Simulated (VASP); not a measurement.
## How a change of volume changes InP (F-43m)

Strain engineering needs slopes: what does a change of volume do to the lattice and the band edges of InP?

Program: VASP 6.6.1. Level of theory: LDA; plane waves and PAW (In_d, P), in the first sound run; inputs show where later runs differ. Results are calculated unless marked as measured.

Report form: the programs' logs are mostly left out.

## Step 1: Starting point

It takes space group F-43m (No. 216, cubic). The conventional cell has a = 5.869 Å, b = 5.869 Å, c = 5.869 Å, α = 90.00°, β = 90.00°, γ = 90.00°. Nearest to In lie 4 P at 2.54 Å. P has 4 In at 2.54 Å nearest. Farther neighbours are not listed.

Structure file:

```cif
data_structure
_symmetry_space_group_name_H-M 'P 1'
_symmetry_Int_Tables_number 1
_cell_length_a 4.1500
_cell_length_b 4.1500
_cell_length_c 4.1500
_cell_angle_alpha 60.000
_cell_angle_beta 60.000
_cell_angle_gamma 60.000
_cell_volume 50.54
loop_
_atom_site_label
_atom_site_type_symbol
_atom_site_fract_x
_atom_site_fract_y
_atom_site_fract_z
_atom_site_occupancy
In1 In 0.00000 0.00000 0.00000 1
P2 P 0.25000 0.25000 0.25000 1
```

## Step 2: Relax the crystal, LDA

The series starts from the cell that this level prefers, so that zero strain is near zero stress.

This step took 2 runs in a row; the last is shown.

Level: LDA; plane waves and PAW (In_d, P).

File INCAR:

```
SYSTEM = InP
PREC = Accurate
ENCUT = 450
EDIFF = 1E-07
NELM = 120
ISMEAR = 0
SIGMA = 0.02
LREAL = .FALSE.
ALGO = Normal
GGA = CA
NBANDS = 15
LASPH = .TRUE.
LORBIT = 11
LWAVE = .FALSE.
LCHARG = .FALSE.
KPAR = 24
IBRION = 2
NSW = 40
ISIF = 3
EDIFFG = -0.005
POTIM = 0.4
```

File POSCAR:

```
InP
1.0
    0.0000000000      2.9143007955      2.9143007955
    2.9143007955      0.0000000000      2.9143007955
    2.9143007955      2.9143007955      0.0000000000
In P
1 1
Direct
    0.0000000000      0.0000000000      0.0000000000
    0.2500000000      0.2500000000      0.2500000000
```

File KPOINTS:

```
Automatic mesh
0
Gamma
9 9 9
0 0 0
```

The projector-augmented-wave data sets are In_d and P (LDA family, release 64).

On the command line:

```
$ mpirun -np 24 vasp_std
```

Wall time 3 s (24 MPI ranks of Intel Xeon 6975P-C (Granite Rapids), shared host); peak memory 4 GiB; 43 s of CPU time.

Read from the output:

```
energy(sigma→0) of the program : -9.6737 eV
stress, compression positive   : xx, yy, zz -0.01, -0.01, -0.01 GPa
volume                         : 49.503 Å³
ionic steps                    : 1
```

## Step 3: Relax at fixed volume, LDA

One member in full: the volume is scaled by 0.96, and the cell is held.

Level: LDA; plane waves and PAW (In_d, P).

Changes to INCAR since step 2:

```diff
@@ -15,7 +15,8 @@
 LCHARG = .FALSE.
-KPAR = 24
+KPAR = 6
 IBRION = 2
 NSW = 40
-ISIF = 3
-EDIFFG = -0.005
+ISIF = 2
+EDIFFG = -0.004
 POTIM = 0.4
+MAXMIX = 40
```

File POSCAR:

```
InP
1.0
    0.0000000000      2.8749135240      2.8749135240
    2.8749135240      0.0000000000      2.8749135240
    2.8749135240      2.8749135240      0.0000000000
In P
1 1
Direct
    0.0000000000      0.0000000000      0.0000000000
    0.2500000000      0.2500000000      0.2500000000
```

KPOINTS is that of step 2.

On the command line:

```
$ mpirun -np 6 vasp_std
```

It took 3.4 s on 6 MPI ranks; peak memory 0.83 GiB; 13 s of CPU time.

Numbers from this step:

| Property | Result |
| --- | --- |
| energy(sigma→0) of the program | -9.6545 eV |
| stress, compression positive | xx, yy, zz 3.17, 3.17, 3.17 GPa |
| ionic steps | 1 |

## Step 4: Band edges, HSE06 with spin-orbit coupling

Short lines in KPOINTS_OPT sample the zone centre, for masses, and the other valleys.

Level: HSE06, spin-orbit coupling; plane waves and PAW (In_d, P).

File INCAR:

```
SYSTEM = InP
PREC = Accurate
ENCUT = 450
EDIFF = 1E-06
NELM = 100
ISMEAR = 0
SIGMA = 0.02
LREAL = .FALSE.
ALGO = Normal
LHFCALC = .TRUE.
AEXX = 0.25
GGA = PE
HFSCREEN = 0.2
LASPH = .TRUE.
LNONCOLLINEAR = .TRUE.
MAGMOM = 0 0 0 0 0 0
NBANDS = 28
GGA_COMPAT = .FALSE.
LSORBIT = .TRUE.
PRECFOCK = Fast
LWAVE = .FALSE.
LCHARG = .FALSE.
KPAR = 6
```

POSCAR is that of step 3.

File KPOINTS:

```
Automatic mesh
0
Gamma
5 5 5
0 0 0
```

File KPOINTS_OPT:

```
Line mode
6
Line-mode
Reciprocal
  0.00000000   0.00000000   0.00000000
  0.02287783   0.02287783   0.00000000

  0.00000000   0.00000000   0.00000000
 -0.00000000  -0.02287783  -0.02287783

  0.31000000   0.31000000   0.00000000
  0.50000000   0.50000000   0.00000000

  0.00000000   0.31000000   0.31000000
  0.00000000   0.50000000   0.50000000

  0.45000000   0.45000000   0.45000000
  0.50000000   0.50000000   0.50000000

  0.45000000   0.00000000   0.00000000
  0.50000000   0.00000000   0.00000000

  0.42500000   0.42500000   0.00000000
  0.42500000   0.44787783   0.02287783

  0.50000000   0.50000000   0.50000000
  0.48382293   0.51617707   0.50000000
```

On the command line:

```
$ mpirun -np 6 vasp_ncl
```

The job ended after 19 min (6 MPI ranks; peak memory 2.2 GiB).

Numbers from this step:

```
energy(sigma→0) of the program : -10.0042 eV
```

## Step 5: All members

Hybrid runs start from orbitals of a short LDA run, not shown.

Runs beyond LDA use the data sets made with LDA; this shifts their levels slightly, and their total energies have another zero.

The other members went through these steps as far as the tables show, with the same cutoff and, step by step, the same mesh; 20 runs are not shown. The session took 15 core hours (wall time by ranks) on a shared machine.

```tsv
volume over the relaxed volume	volume (Å³/atom)	pressure (GPa)	energy above the unstrained row (meV/atom)	gap on the mesh, LDA (eV)
0.940	23.267	5.055	22.373	0.933
0.960	23.762	3.174	9.604	0.821
0.980	24.257	1.490	2.346	0.710
1	24.752	-0.014	0.000	0.601
1.020	25.247	-1.361	2.073	0.494
1.040	25.742	-2.562	8.092	0.388
1.060	26.237	-3.632	17.613	0.285
```

A cubic of the pressure in ln(V/V₀) through all rows has the slope −B at V₀: B = 71 GPa, and its curvature gives B′ = 4.6.

Band edges at HSE06 with spin-orbit coupling, counted from the valence-band top at Γ, spin-orbit pairs averaged, with one row partly withheld:

```tsv
volume over the relaxed volume	gap (eV)	conduction band at Γ (eV)	Δ or X valley along z (eV)	lowest conduction level at L, [111] (eV)	second valence level below the top (eV)	third valence level below the top (eV)
0.940	1.955	1.955	2.204	2.456	0.000	0.117
0.960	1.830	1.830	2.244	2.399	0.000	0.116
0.980	1.707	1.707	2.282	2.342	0.000	0.116
1	1.585	1.585	2.317	2.286	0.000	0.116
1.020	?	?	2.350	2.230	0.000	0.116
1.040	1.345	1.345	2.381	2.175	0.000	0.115
1.060	1.227	1.227	2.410	2.120	0.000	0.115
```

Conduction masses, in electron masses (the axis is [001]):

```tsv
volume over the relaxed volume	conduction mass at Γ, along the strain axis or the normal of the plane	L [111] mass, longitudinal	L [111] mass, transverse along [1-10]
0.940	0.112	2.047	0.148
0.960	0.106	2.004	0.147
0.980	0.100	1.979	0.146
1	0.095	2.022	0.146
1.020	0.088	1.992	0.145
1.040	0.082	2.007	0.144
1.060	0.076	1.966	0.143
```

## Step 6: Fit and prediction

The quantity to fit is the conduction level at Γ above the mean of the three top valence levels at HSE06 with spin-orbit coupling: 1.993, 1.869, 1.746, 1.624, 1.383, 1.266 eV in the rows shown.

Fitting a parabola to the 6 known rows (u: logarithm of the volume ratio) gives E = − 1.411 u² − 6.068 u + 1.624 in eV; the residuals are 2.1e-4 eV r.m.s.

At u = 0.01980 this predicts 1.5029 eV.

## Step 7: Prediction against calculation

The calculation gives 1.5026 eV, so the prediction is 0.0003 eV too high.

## Step 8: Results

```
bulk modulus                                                                                                          : 71 GPa
gap of the unstrained cell, HSE06 with spin-orbit coupling                                                            : 1.58 eV
dE/d ln V of the conduction level at Γ above the mean of the three top valence levels, HSE06 with spin-orbit coupling : -6.07 eV
error of the predicted row                                                                                            : 0.3 meV
```

At HSE06 with spin-orbit coupling the lowest conduction valley is Γ throughout, and the gap runs between 1.23 and 1.95 eV. Hole masses are left out throughout, since the top bands are degenerate or cross in many series; of conduction masses, those of the Γ, L and (for Si and Ge under (001) strain) Δ valleys are kept where they change by under an eighth between rows. HSE06 ran on a coarser mesh than the semilocal levels. Δ or X levels are the lowest on their line, refined by a parabola unless they lie at X; the gap is read from all points sampled and can differ from the lowest valley by some meV, or by tens of meV where strain moves the valence top off Γ. Temperature, zero-point motion and excitons are left out.

[Lines on the potential files, build, host, timing and source positions are cut from VASP's logs without a mark.]

[Logs are printed without paths, hosts, clocks, repeated set-up lines and the standing remarks that a program may print on its own settings, such as how far it seeks lower states.]

[Hosts, paths, dates, database ids (printed as entryN), source tags and the programs' standing remarks are cut or masked in the printed files.]

[In band tables of VASP the shares of atoms and orbitals are scaled to a sum of 1 inside the atoms' spheres.]
